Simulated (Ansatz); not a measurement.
Input:

```
CELL_PARAMETERS angstrom
      0.00000     3.02323     2.96114
      3.02323     0.00000     2.96114
      3.02323     3.02323     0.00000
ATOMIC_POSITIONS crystal
  I  0.00000 0.00000 0.00000
  Li 0.50000 0.50000 0.50000
```

No spin polarisation.

The values are results of DFT with r2SCAN, PAW potentials and a 500 eV plane-wave cutoff in Ansatz (an electronic-structure program), scalar-relativistic without spin-orbit coupling, not measurements. Γ-centred 10×10×10 mesh, Fermi–Dirac width 0.05 eV.

Question: What electron mass does the calculation give?

Answer: 0.80 mₑ along k, 0.47 mₑ across (at X).

Question: Estimate the gap character.

Answer: Indirect, Γ → M.

Question: What band gap does the calculation give?

Answer: 4.95 eV.

Question: Predict the space group.

Answer: I4/mmm (No. 139).

With I present, leaving out spin-orbit coupling can change the band edges. Load acts through the strain it causes; cell and atoms are relaxed under it. Masses are band curvatures over ±0.01 Å⁻¹ around the edge. Along k means along the line from Γ to the band edge. Beyond what the load breaks, stability against distortions was not tested. The cell was made from LiI in the rock salt structure (space group Fm-3m, No. 225) by this change: uniaxial stress, 0.5 GPa compression along z.
